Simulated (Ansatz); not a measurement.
Crystal: CsPbBr3.

```
Pb Cs Br
1.0
     5.87000    0.00000    0.00000
     0.00000    5.87000    0.00000
     0.00000    0.00000    5.87000
Pb Cs Br
1 1 3
Direct
  0.50000 0.50000 0.50000
  0.00000 0.00000 0.00000
  0.50000 0.50000 0.00000
  0.50000 0.00000 0.50000
  0.00000 0.50000 0.50000
```

Measurements of this composition are mostly on another form, of space group No. 62.

Base run:

```yaml
Program: Ansatz 0.2.0
Functional: LDA
Potentials_or_basis: Ansatz PAW
Cutoff: "420 eV (not typed: the program's choice for these potentials)"
k_mesh: 5 × 5 × 5
Occupations: fermi-dirac, width 0.05 eV
Spin: no spin polarisation
```

Its results: pressure -1.2 GPa.

The run is repeated on the same cell with these changes: functional from LDA to r2SCAN; cutoff from 420 eV (not typed: the program's choice for these potentials) to 500 eV (not typed: the program's choice for these potentials). What comes out?

Pressure 0.7 GPa.

Caveats: the PAW data sets come from PBE, with cores solved anew for the run's functional, which leaves a small shift of forces and pressure.
